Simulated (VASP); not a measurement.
# AgBr (Fm-3m) in VASP: single point with PBE

Aim: the single point of AgBr with PBE.

All numbers are computed with VASP 6.6.1; they aren't measurements. Logs are shortened: lines on timing, memory, paths and dates and some standing lists are left out, and cuts for length are marked.

### Step 1. The structure

It takes space group Fm-3m (No. 225, cubic). The conventional cell has a = 5.740 Å, b = 5.740 Å, c = 5.740 Å, α = 90.00°, β = 90.00°, γ = 90.00°. Around Ag (site symmetry m-3m) lie 6 Br at 2.87 Å. Br (site symmetry m-3m) is surrounded by 6 Ag at 2.87 Å.

### Step 2. Single point, PBE

INCAR reads:

```
ALGO = Fast ; EDIFF = 1E-6
ENCUT = 520 ; GGA = PE
ISIF = 2 ; ISMEAR = -1
LASPH = True ; LCHARG = False
LREAL = False ; LWAVE = False
NBANDS = 16 ; NELM = 60
PREC = Accurate ; SIGMA = 0.02
```

KPOINTS reads:

```
k-points
0
Gamma
  8 8 8
```

POSCAR reads:

```
AgBr
1.0
    0.0000000000      2.8701500000      2.8701500000
    2.8701500000      0.0000000000      2.8701500000
    2.8701500000      2.8701500000      0.0000000000
Ag Br
1 1
Direct
    0.0000000000      0.0000000000      0.0000000000
    0.5000000000      0.5000000000      0.5000000000
```

Potentials or basis: VASP PAW PBE potentials, release 64 (Ag, Br).

Command:

```bash
cat potpaw_PBE.64/Ag/POTCAR potpaw_PBE.64/Br/POTCAR > POTCAR
mpirun -np 1 vasp_std > vasp.out
```

OUTCAR:

```text
EDIFF = 1E-6
   ENCUT = 520
   GGA = PE
   ISIF = 2
   ISMEAR = -1
   LASPH = True
   LREAL = False
   NELM = 60
   PREC = Accurate

 ion  position               nearest neighbor table
   1  0.000  0.000  0.000-   2 2.87   2 2.87   2 2.87   2 2.87   2 2.87   2 2.87
   2  0.500  0.500  0.500-   1 2.87   1 2.87   1 2.87   1 2.87   1 2.87   1 2.87

  LATTYP: Found a face centered cubic cell.
 ALAT       =     5.7403000000

  Lattice vectors:

 A1 = (   0.0000000000,   2.8701500000,   2.8701500000)
 A2 = (   2.8701500000,   0.0000000000,   2.8701500000)
 A3 = (   2.8701500000,   2.8701500000,   0.0000000000)

Analysis of symmetry for initial positions (statically):
=====================================================================
 Subroutine PRICEL returns:
 Original cell was already a primitive cell.

 Routine SETGRP: Setting up the symmetry group for a
 face centered cubic supercell.

 Subroutine GETGRP returns: Found 48 space group operations
 (whereof 48 operations were pure point group operations)
 out of a pool of 48 trial point group operations.

The static configuration has the point symmetry O_h .

Analysis of symmetry for dynamics (positions and initial velocities):
=====================================================================
 Subroutine PRICEL returns:
 Original cell was already a primitive cell.

 Routine SETGRP: Setting up the symmetry group for a
 face centered cubic supercell.

 Subroutine GETGRP returns: Found 48 space group operations
 (whereof 48 operations were pure point group operations)
 out of a pool of 48 trial point group operations.

The dynamic configuration has the point symmetry O_h .

 Subroutine INISYM returns: Found 48 space group operations
 (whereof 48 operations are pure point group operations),
 and found     1 'primitive' translations

----------------------------------------------------------------------------------------

                                     Primitive cell

  volume of cell :      47.2872

  direct lattice vectors                    reciprocal lattice vectors
     0.000000000  2.870150000  2.870150000    -0.174206923  0.174206923  0.174206923
     2.870150000  0.000000000  2.870150000     0.174206923 -0.174206923  0.174206923
     2.870150000  2.870150000  0.000000000     0.174206923  0.174206923 -0.174206923

  length of vectors
     4.059005056  4.059005056  4.059005056     0.301735242  0.301735242  0.301735242

  position of ions in fractional coordinates (direct lattice)
     0.000000000  0.000000000  0.000000000
     0.500000000  0.500000000  0.500000000

  ion indices of the primitive-cell ions
   primitive index   ion index
                 1           1
                 2           2

----------------------------------------------------------------------------------------

 KPOINTS: k-points

Automatic generation of k-mesh.
 Grid dimensions read from file:
 generate k-points for:    8    8    8

 Generating k-lattice:

  Cartesian coordinates                     Fractional coordinates (reciprocal lattice)
    -0.021775865  0.021775865  0.021775865     0.125000000  0.000000000  0.000000000
     0.021775865 -0.021775865  0.021775865     0.000000000  0.125000000  0.000000000
     0.021775865  0.021775865 -0.021775865     0.000000000  0.000000000  0.125000000

  Length of vectors
     0.037716905  0.037716905  0.037716905

  Shift w.r.t. Gamma in fractional coordinates (k-lattice)
     0.000000000  0.000000000  0.000000000

 Subroutine IBZKPT returns following result:
 ===========================================

 Found     29 irreducible k-points:

 Following reciprocal coordinates:
            Coordinates               Weight
  0.000000  0.000000  0.000000      1.000000
  0.125000  0.000000  0.000000      8.000000
  0.250000  0.000000  0.000000      8.000000
  0.375000  0.000000  0.000000      8.000000
  0.500000  0.000000  0.000000      4.000000
  0.125000  0.125000  0.000000      6.000000
[... 16 lines left out ...]
  0.500000  0.250000  0.125000     48.000000
 -0.375000  0.250000  0.125000     24.000000
 [... further k-points ...]
   k-points           NKPTS =     29   k-points in BZ     NKDIM =     29   number of bands    NBANDS=     16
   number of dos      NEDOS =    301   number of ions     NIONS =      2
   total plane-waves  NPLWV =  27000
   dimension x,y,z NGX =    30 NGY =   30 NGZ =   30
   dimension x,y,z NGXF=    60 NGYF=   60 NGZF=   60
   ions per type =               1   1
   NGX,Y,Z   is equivalent  to a cutoff of  12.29, 12.29, 12.29 a.u.
   NGXF,Y,Z  is equivalent  to a cutoff of  24.57, 24.57, 24.57 a.u.
 SYSTEM =  unknown system
   PREC   = accura    normal or accurate (medium, high low for compatibility)
   ISTART =      0    job   : 0-new  1-cont  2-samecut
   ICHARG =      2    charge: 1-file 2-atom 10-const
   ISPIN  =      1    spin polarized calculation?
   LNONCOLLINEAR =      F non collinear calculations
   LSORBIT =      F    spin-orbit coupling
   LASPH  =      T    aspherical Exc in radial PAW
   ENCUT  =  520.0 eV  38.22 Ry    6.18 a.u.   7.55  7.55  7.55*2*pi/ulx,y,z
   NELM   =     60;   NELMIN=  2; NELMDL= -5     # of ELM steps
   EDIFF  = 0.1E-05   stopping-criterion for ELM
   LREAL  =      F    real-space projection
   EDIFFG = 0.1E-04   stopping-criterion for IOM
   NSW    =      0    number of steps for IOM
   IBRION =     -1    ionic relax: 0-MD 1-quasi-New 2-CG
   NFREE  =      0    steps in history (QN), initial steepest desc. (CG)
   ISIF   =      2    stress and relaxation
   ISYM   =      2    0-nonsym 1-usesym 2-fastsym
   POTIM  = 0.5000    time-step for ionic-motion
   TEBEG  =    0.0;   TEEND  =   0.0 temperature during run
   PSTRESS=    0.0 pullay stress
   NELECT =      18.0000    total number of electrons
   NUPDOWN=      -1.0000    fix difference up-down
   EMIN   =  10.00;   EMAX   =-10.00  energy-range for DOS
   EFERMI =   0.00;   METHOD = LEGACY
   ISMEAR =    -1;   SIGMA  =   0.02  broadening in eV -4-tet -1-fermi 0-gaus
   EFERMI_NEDOS =   21; number of points for ismear=-14 and -15
   IALGO  =     68    algorithm
   IMIX   =      4    mixing-type and parameters
     AMIX     =   0.40;   BMIX     =  1.00
     AMIX_MAG =   1.60;   BMIX_MAG =  1.00
  volume/ion in A,a.u.               =      23.64       159.55
  Fermi-wavevector in a.u.,A,eV,Ry     =   1.186454  2.242074 19.152570  1.407674
  Thomas-Fermi vector in A             =   2.322627
   LORBIT       =      0    0 simple, 1 ext, 2 COOP (PROOUT), +10 PAW based schemes
   GGA     = PE    functional components
   LHFCALC =     F    Hartree Fock is set to
   AEXX    =    0.0000 exact exchange contribution
   IVDW    =     0    specifies the selected vdW correction
   LEPSILON=     F    determine dielectric tensor
   LRPA    =     F    only Hartree local field effects (RPA)
 non-spin polarized calculation
 RMM-DIIS sequential band-by-band and
  energy-cutoff  :      520.00
  volume of cell :       47.29
 maximum number of plane-waves:      1287
   NGX = 15   NGY = 15   NGZ = 15

 number of electron      18.0000002 magnetization

 Free energy of the ion-electron system (eV)
  ---------------------------------------------------
  ext. energy  EPLUGINS =         0.00000000
  ---------------------------------------------------
  free energy    TOTEN  =        -4.98317816 eV

  energy without entropy =       -4.98317816  energy(sigma->0) =       -4.98317816

 E-fermi :   3.9803     XC(G=0):  -9.8606

 val. band max:        3.6216676586   @ k =   0.5000   0.0000   0.0000
 cond. band min:       4.2929648278   @ k =   0.0000   0.0000   0.0000
 fundamental gap:      0.6712971692
 Fermi energy:         3.9802629650

 k-point     1 :       0.0000    0.0000    0.0000
  band No.  band energies     occupation
      1     -11.4609      2.00000
      2       0.8240      2.00000
      3       0.8240      2.00000
      4       0.8240      2.00000
      5       0.8242      2.00000
      6       0.8242      2.00000
[... 8 lines left out ...]
     15      15.4115      0.00000
     16      15.4115      0.00000

 k-point     2 :       0.1250    0.0000    0.0000
  band No.  band energies     occupation
      1     -11.4002      2.00000
      2       0.4244      2.00000
      3       0.4244      2.00000
      4       0.4699      2.00000
      5       0.8670      2.00000
      6       0.8670      2.00000
[... 8 lines left out ...]
     15      14.5586      0.00000
     16      14.9488      0.00000

 k-point     3 :       0.2500    0.0000    0.0000
  band No.  band energies     occupation
      1     -11.2472      2.00000
      2      -0.5333      2.00000
      3      -0.0910      2.00000
      4      -0.0910      2.00000
      5       0.9733      2.00000
      6       0.9733      2.00000
[... 8 lines left out ...]
     15      14.9821      0.00000
     16      14.9821      0.00000

 k-point     4 :       0.3750    0.0000    0.0000
  band No.  band energies     occupation
      1     -11.0837      2.00000
      2      -1.3492      2.00000
      3      -0.4359      2.00000
      4      -0.4359      2.00000
      5       1.0837      2.00000
      6       1.0837      2.00000
[... 8 lines left out ...]
     15      16.0269      0.00000
     16      16.0269      0.00000

 k-point     5 :       0.5000    0.0000    0.0000
  band No.  band energies     occupation
      1     -11.0124      2.00000
      2      -1.6504      2.00000
      3      -0.5555      2.00000
      4      -0.5555      2.00000
      5       1.1307      2.00000
      6       1.1307      2.00000
[... 8 lines left out ...]
     15      16.8083      0.00000
     16      16.8083      0.00000

 k-point     6 :       0.1250    0.1250    0.0000
  band No.  band energies     occupation
      1     -11.3820      2.00000
      2      -0.0351      2.00000
      3       0.6993      2.00000
      4       0.6993      2.00000
      5       0.7836      2.00000
      6       0.8474      2.00000
[... 8 lines left out ...]
     15      16.4341      0.00000
     16      16.5587      0.00000

 k-point     7 :       0.2500    0.1250    0.0000
  band No.  band energies     occupation
      1     -11.2648      2.00000
      2      -0.5812      2.00000
      3       0.2371      2.00000
      4       0.2772      2.00000
      5       0.8520      2.00000
      6       0.9802      2.00000
[... 8 lines left out ...]
     15      16.1541      0.00000
     16      16.2579      0.00000

 k-point     8 :       0.3750    0.1250    0.0000
  band No.  band energies     occupation
      1     -11.1095      2.00000
      2      -1.1127      2.00000
      3      -0.3349      2.00000
      4      -0.1866      2.00000
      5       0.9713      2.00000
      6       1.1011      2.00000
[... 8 lines left out ...]
     15      16.3410      0.00000
     16      16.7357      0.00000

 k-point     9 :       0.5000    0.1250    0.0000
  band No.  band energies     occupation
      1     -11.0084      2.00000
      2      -1.4675      2.00000
      3      -0.5366      2.00000
      4      -0.4652      2.00000
      5       1.0839      2.00000
      6       1.1427      2.00000
[... 8 lines left out ...]
     15      16.9614      0.00000
     16      17.2409      0.00000
[... 172 lines left out ...]
 k-point    19 :       0.5000    0.3750    0.0000
  band No.  band energies     occupation
      1     -10.9871      2.00000
      2      -0.7326      2.00000
      3       0.1036      2.00000
      4       0.2549      2.00000
      5       0.8342      2.00000
      6       1.1985      2.00000
[... 8 lines left out ...]
     15      18.0226      0.00000
     16      18.6857      0.00000

 k-point    20 :      -0.3750    0.3750    0.0000
  band No.  band energies     occupation
      1     -10.9611      2.00000
      2      -0.5881      2.00000
      3      -0.5150      2.00000
      4      -0.1724      2.00000
      5       0.9731      2.00000
      6       1.1844      2.00000
[... 8 lines left out ...]
     15      16.6355      0.00000
     16      19.2505      0.00000

 k-point    21 :       0.5000    0.5000    0.0000
  band No.  band energies     occupation
      1     -10.9822      2.00000
      2      -0.6617      2.00000
      3       0.5505      2.00000
      4       0.7821      2.00000
      5       0.7821      2.00000
      6       0.9848      2.00000
[... 8 lines left out ...]
     15      18.4928      0.00000
     16      18.4967      0.00000

 k-point    22 :       0.3750    0.2500    0.1250
  band No.  band energies     occupation
      1     -11.1511      2.00000
      2      -0.9360      2.00000
      3      -0.1503      2.00000
      4       0.2244      2.00000
      5       0.9238      2.00000
      6       1.0617      2.00000
[... 8 lines left out ...]
     15      17.0555      0.00000
     16      17.6424      0.00000

 k-point    23 :       0.5000    0.2500    0.1250
  band No.  band energies     occupation
      1     -11.0324      2.00000
      2      -1.1531      2.00000
      3      -0.4347      2.00000
      4      -0.1618      2.00000
      5       1.0166      2.00000
      6       1.1358      2.00000
[... 8 lines left out ...]
     15      17.3683      0.00000
     16      17.6575      0.00000

 k-point    24 :      -0.3750    0.2500    0.1250
  band No.  band energies     occupation
      1     -10.9816      2.00000
      2      -1.2214      2.00000
      3      -0.4659      2.00000
      4      -0.4354      2.00000
      5       1.0822      2.00000
      6       1.1380      2.00000
[... 8 lines left out ...]
     15      16.2249      0.00000
     16      17.9424      0.00000

 [... further k-points ...]

------------------------ aborting loop because EDIFF is reached ----------------------------------------

  FORCE on cell =-STRESS in cart. coord.  units (eV):
  Direction    XX          YY          ZZ          XY          YZ          ZX
  --------------------------------------------------------------------------------------
  -------------------------------------------------------------------------------------
  Total        0.6631529      0.6631529      0.6631529      0.0000000     -0.0000000      0.0000000
  in kB       22.4688295     22.4688295     22.4688295      0.0000000     -0.0000000      0.0000000
  external PRESSURE =      22.4688295 kB  Pullay stress =       0.0000000 kB

 VOLUME and BASIS-vectors are now :
 -----------------------------------------------------------------------------
  energy-cutoff  :      520.00
  volume of cell :       47.29
      direct lattice vectors                 reciprocal lattice vectors
     0.000000000  2.870150000  2.870150000    -0.174206923  0.174206923  0.174206923
     2.870150000  0.000000000  2.870150000     0.174206923 -0.174206923  0.174206923
     2.870150000  2.870150000  0.000000000     0.174206923  0.174206923 -0.174206923

 POSITION                                       TOTAL-FORCE (eV/Angst)
 -----------------------------------------------------------------------------------
      0.00000      0.00000      0.00000        -0.000000      0.000000     -0.000000
      2.87015      2.87015      2.87015         0.000000     -0.000000      0.000000
 -----------------------------------------------------------------------------------
    total drift:                               -0.000000      0.000000      0.000000

  FREE ENERGIE OF THE ION-ELECTRON SYSTEM (eV)
  ---------------------------------------------------
  free  energy   TOTEN  =        -4.9831781581 eV

  energy  without entropy=       -4.9831781577  energy(sigma->0) =       -4.98317816
```

Wall time 20 s (1 thread of Intel Xeon Platinum 8488C (Sapphire Rapids), shared host); peak memory 0.17 GiB.

Results:

```
Free energy            : -4.9832 eV
Pressure               : 2.2 GPa
Band gap on the k mesh : 0.67 eV, indirect (least direct gap 2.61 eV)
```

Levels at points of the mesh, in eV from the valence-band top:
| k point | band 5 | band 6 | band 7 | band 8 | band 9 | band 10 | band 11 | band 12 | band 13 | band 14 |
| --- | --- | --- | --- | --- | --- | --- | --- | --- | --- | --- |
| (0.00, 0.00, 0.00) | -2.80 | -2.80 | -1.94 | -1.94 | -1.94 | 0.67 | 9.91 | 9.91 | 9.91 | 11.14 |
| (0.50, 0.00, 0.00) | -2.49 | -2.49 | -2.15 | 0.00 | 0.00 | 3.73 | 6.59 | 6.76 | 6.76 | 12.25 |
| (0.50, 0.50, 0.00) | -2.84 | -2.64 | -2.39 | -2.39 | -2.29 | 1.60 | 7.05 | 9.06 | 11.04 | 11.04 |

A k mesh can miss the band edges. Expect the measured gap to be larger: semilocal functionals such as PBE lack the derivative discontinuity.
